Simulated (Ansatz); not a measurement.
Runs of Ansatz 0.2.0 on Li2O. Symmetry: Fm-3m, No. 225, cubic system. The conventional cell has a = 4.654 Å, b = 4.654 Å, c = 4.654 Å, α = 90.00°, β = 90.00°, γ = 90.00°. O (site symmetry m-3m) is surrounded by 8 Li at 2.02 Å. Around Li (site symmetry -43m) lie 4 O at 2.02 Å. The cell comes from a database or a generator and needn't be the stable form of this composition.

```csv
level,cutoff (eV),gap on the mesh (eV),pressure (GPa)
PBE,420,4.95,-1.4
r2SCAN,500,(b),-4.1
PBEsol,420,4.79,-3.6
LDA,420,(c),(a)
```

Alike in all rows: task band structure; potentials or basis Ansatz PAW; no spin polarisation; cell as given; k mesh 10 × 10 × 10; smearing fermi-dirac 0.05 eV.

Q: Fill in the values left out.

A: (a) -8.0; (b) 5.65; (c) 4.77.

Caveats: the PAW data sets come from PBE, with cores solved anew for the run's functional, which leaves a small shift of forces and pressure (some runs).

